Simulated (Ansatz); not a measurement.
## AlNi3 in Ansatz: the effect of functional

The system is AlNi3.

```
Ni Al
1.0
     3.52305    0.00000    0.00000
     0.00000    3.52305    0.00000
     0.00000    0.00000    3.52305
Ni Al
3 1
Direct
  0.50000 0.50000 0.00000
  0.50000 0.00000 0.50000
  0.00000 0.50000 0.50000
  0.00000 0.00000 0.00000
```

The cell is a database's computed one.

Alike in all runs:

- Program: Ansatz 0.2.0
- Task: band structure
- Potentials or basis: Ansatz PAW
- k mesh: 4 × 4 × 4
- Occupations: fermi-dirac, width 0.05 eV
- Spin: collinear spin, ferromagnetic start
- Starting moments: [1.0, 1.0, 1.0, 0.0] μB

```csv
functional,cutoff,pressure (GPa)
LDA,420 eV (not typed: the program's choice for these potentials),-7.9
PBE,420 eV (not typed: the program's choice for these potentials),6.7
PBEsol,420 eV (not typed: the program's choice for these potentials),-1.2
RPBE,420 eV (not typed: the program's choice for these potentials),?
revPBE,420 eV (not typed: the program's choice for these potentials),10.4
BLYP,420 eV (not typed: the program's choice for these potentials),14.0
r2SCAN,500 eV (not typed: the program's choice for these potentials),0.2
```

What does the run with functional RPBE give?

Pressure 11.7 GPa.

Caveats: all runs use coarse meshes; the PAW data sets come from PBE, with cores solved anew for the run's functional, which leaves a small shift of forces and pressure (some runs); the starting moments weren't kept (some runs); the magnetic or orbital state may not be the lowest (some runs).
